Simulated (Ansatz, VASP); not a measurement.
One calculation of Re, two programs

```
Re
1.0
     4.50547    0.00000    0.00000
    -2.25274    3.90185    0.00000
     0.00000    0.00000    2.82349
Re
3
Cartesian
  0.0000 0.0000 2.8235
  0.0000 2.6012 1.4117
  2.2527 1.3006 1.4117
```

Alike in both runs: task single point; functional revPBE; k mesh 9 × 9 × 13; occupations fermi-dirac, width 0.1 eV; no spin polarisation.

|  | VASP | Ansatz |
| --- | --- | --- |
| version | VASP 6.6.1 | Ansatz 0.2.0 |
| potentials or method | VASP PAW PBE potentials, release 64 (Re) | plane waves (420 eV) with PAW, scalar-relativistic |
| plane-wave cutoff (eV) | 520 | 420 |
| valence electrons in the cell | 21 | 45 |

Ansatz gave:

| Quantity | Value |
| --- | --- |
| pressure (GPa) | -21.9 |
| largest component of the traceless stress (GPa) | 1.22 |

Problem. Which values does VASP return?

Solution. Pressure (GPa): -23.0; largest component of the traceless stress (GPa): 1.64.

With one functional, cell and mesh, what is left measures potentials, basis and numerics. The two sets of potentials don't hold the same shells in valence.

Caveats: so large a pressure means that the cell lies far from this level's equilibrium, or that cutoff or potentials fall short (VASP); the potentials were made for another functional, which shifts forces and pressure (VASP). The runs have no spin-orbit coupling, so splittings on Re are missing.
